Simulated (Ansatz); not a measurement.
TePb: relaxation of cell and atoms with RPBE+D4

The system is TePb.

```xyz
2
Lattice="4.0023 0.0000 0.0000 0.0000 4.0023 0.0000 0.0000 0.0000 4.0023" Properties=species:S:1:pos:R:3 pbc="T T T"
Pb    0.0000    0.0000    0.0000
Te    2.0011    2.0011    2.0011
```

Measurements of this composition are mostly on another form, of space group No. 225.

```yaml
Program: Ansatz 0.2.0
Task: relaxation of cell and atoms
Functional: RPBE
Dispersion: D4
Potentials_or_basis: Ansatz PAW
Cutoff: "420 eV (not typed: the program's choice for these potentials)"
k_mesh: 7 × 7 × 7
Occupations: fermi-dirac, width 0.05 eV
Spin: no spin polarisation
```

| Quantity | Value |
| --- | --- |
| Relaxed volume | 32.47 Å³/atom |
| Relaxed cell | a = 4.019 Å, b = 4.019 Å, c = 4.019 Å, α = 90.00°, β = 90.00°, γ = 90.00° |
| Space group after relaxing (to 0.05 Å) | Pm-3m (No. 221) |
| Energy gained by relaxing | 9.0 meV/atom |
| Ionic steps | 4 |
| Pressure after relaxing | 0.0 GPa |
| Band gap on the k mesh | none (metal or under the smearing width) |

The path:
```
step  energy change (eV)  largest force (eV/Å)  volume (Å³)
   1              0.0000                0.0000        64.11
   2             -0.0167                0.0000        65.19
   3             -0.0178                0.0000        64.94
   4             -0.0179                0.0000        64.94
```

Final structure:
```xyz
2
Lattice="4.0194 0.0000 0.0000 0.0000 4.0194 0.0000 0.0000 0.0000 4.0194" Properties=species:S:1:pos:R:3 pbc="T T T"
Pb    0.0000    0.0000    0.0000
Te    2.0097    2.0097    2.0097
```

Levels at points of the mesh, in eV from the Fermi level:
```csv
k point,band 13,band 14,band 15,band 16,band 17,band 18
"(0.00, 0.00, 0.00)",-1.55,-1.55,-1.55,4.04,4.04,5.17
```

It took 7.2 s on 2 threads of Intel(R) Xeon(R) Processor @ 2.70GHz (shared host), peak memory 0.39 GiB.

Caveat: the plane-wave basis is chosen anew once the cell has moved, so the energies of steps on either side of that aren't comparable; pairwise dispersion overbinds metals, which lowers pressure and volume; the PAW data sets come from PBE, with cores solved anew for the run's functional, which leaves a small shift of forces and pressure. Spin-orbit coupling is left out, which matters for the levels of Pb, Te.
